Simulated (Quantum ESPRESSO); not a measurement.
**MnO under changes of volume**

One of the cells (10.999 Å³/atom); the others are scaled copies at fixed shape and fractional positions:

```
Mn O
1.0
     0.00000    2.22391    2.22391
     2.22391    0.00000    2.22391
     2.22391    2.22391    0.00000
Mn O
1 1
Direct
  0.00000 0.00000 0.00000
  0.50000 0.50000 0.50000
```

The cell is a database's computed one.

| Item | Value |
| --- | --- |
| Program | Quantum ESPRESSO 7.5 |
| Functional | PBEsol |
| Potentials or basis | GBRV 1.5 PBEsol |
| Cutoff | 612 eV |
| Density cutoff | 4898 eV |
| k mesh | 10 × 10 × 10 |
| Occupations | fermi-dirac, width 0.05 eV |
| Spin | collinear spin, ferromagnetic start |
| Starting moments | [4.0, 0.0] μB |

```tsv
volume (Å³/atom)	energy over the lowest point (meV/atom)	pressure (GPa)	moment (μB per cell)
10.339	0.00	-1.5	4.56
10.559	3.10	-3.6	4.63
10.779	8.76	-5.1	4.72
10.999	15.81	-6.9	4.78
11.219	26.14	-9.2	4.81
11.439	?	?	?
11.659	55.39	-12.5	4.88
```

What does the run at 11.439 Å³/atom give?

Energy over the lowest point 39.75 meV/atom; pressure -11.1 GPa; moment 4.84 μB per cell.

Worked out: A Birch-Murnaghan fit of order 3 (a polynomial in V^(-2/3)) to the other rows has no minimum within the range. It gives 39.19 meV/atom at 11.439 Å³/atom, against the run's 39.75, and -dE/dV = -10.6 GPa, against -11.1. A parabola through the other rows of the moment, of slope 0.133 μB per Å³/atom there, gives 4.85 μB, against the run's 4.84.

Energies are extrapolated to zero smearing.

Caveats: a cell with one magnetic atom can't hold antiferromagnetic order, which such compounds often take.
